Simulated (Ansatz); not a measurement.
The system is Gd.

```
CELL_PARAMETERS angstrom
0.00000 2.58582 2.58582
2.58582 0.00000 2.58582
2.58582 2.58582 0.00000
ATOMIC_POSITIONS crystal
Gd 0.00000 0.00000 0.00000
```

This isn't the form of Gd at room conditions, which is hcp.

Alike in all runs: program Ansatz 0.2.0; functional PBE; potentials or basis Ansatz PAW; cutoff 420 eV (not typed: the program's choice for these potentials); k mesh 9 × 9 × 9; occupations fermi-dirac, width 0.05 eV.

The same cell was started in several ways:

```tsv
start	free energy over the lowest (meV/atom)	net moment (μB)	site or absolute moments (μB)	gap
no spin polarisation	7306.4	-	-	none (metal or under the smearing width)
collinear spin, random start of up to 2.01 μB	0.0	7.59	Gd +7.33	none (metal or under the smearing width)
collinear spin, ferromagnetic start of up to 7 μB	0.0	7.59	Gd +7.33	none (metal or under the smearing width)
```

Allowing spin polarisation gains 7306 meV/atom. A still lower state may exist.

Caveats: spin-orbit coupling is left out, which moves the levels of the heavy elements (some runs).
